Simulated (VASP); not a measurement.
Crystal: ZnS (Wurtzite-2H).

```
CELL_PARAMETERS angstrom
3.81100 0.00000 0.00000
-1.90550 3.30042 0.00000
0.00000 0.00000 6.23400
ATOMIC_POSITIONS crystal
Zn 0.66667 0.33333 0.50000
Zn 0.33333 0.66667 0.00000
S 0.66667 0.33333 0.88500
S 0.33333 0.66667 0.38500
```

```yaml
Program: VASP 6.6.1
Task: relaxation of cell and atoms
Functional: MS2
Potentials_or_basis: VASP PAW PBE potentials, release 64 (Zn, S)
Cutoff: 600 eV
k_mesh: 8 × 8 × 5
Occupations: fermi-dirac, width 0.05 eV
Spin: no spin polarisation
```

At the start: pressure 0.1 GPa; volume 19.60 Å³/atom.

**Question.** Where does the relaxation end?

**Answer.** Over 12 steps the energy falls by 6.3 meV/atom and the volume is 19.56 Å³/atom (-0.2 %); space group P6_3mc (No. 186, to 0.05 Å).

Step by step:
```tsv
step	energy change (eV)	largest force (eV/Å)	pressure (GPa)	volume (Å³)
1	0.0000	0.3080	0.07	78.41
2	-0.0165	0.1334	-0.23	78.51
3	-0.0170	0.0942	-0.26	78.52
4	-0.0221	0.0578	0.12	78.18
5	-0.0237	0.0225	0.30	78.00
6	-0.0241	0.0553	0.66	77.66
7	-0.0244	0.0192	0.45	77.83
8	-0.0249	0.0175	-0.17	78.39
9	-0.0254	0.0130	0.15	78.13
10	-0.0254	0.0128	0.04	78.22
11	-0.0254	0.0129	0.03	78.23
12	-0.0254	0.0006	0.00	78.26
```

Final structure:
```xyz
4
Lattice="3.8031 0.0000 0.0000 -1.9015 3.2936 0.0000 0.0000 0.0000 6.2477" Properties=species:S:1:pos:R:3 pbc="T T T"
Zn    1.9015    1.0979    3.1575
Zn    0.0000    2.1957    0.0337
S     1.9015    1.0979    5.4956
S     0.0000    2.1957    2.3717
```

Caveat: the PAW data sets were made with another functional, which shifts forces and pressure a little.
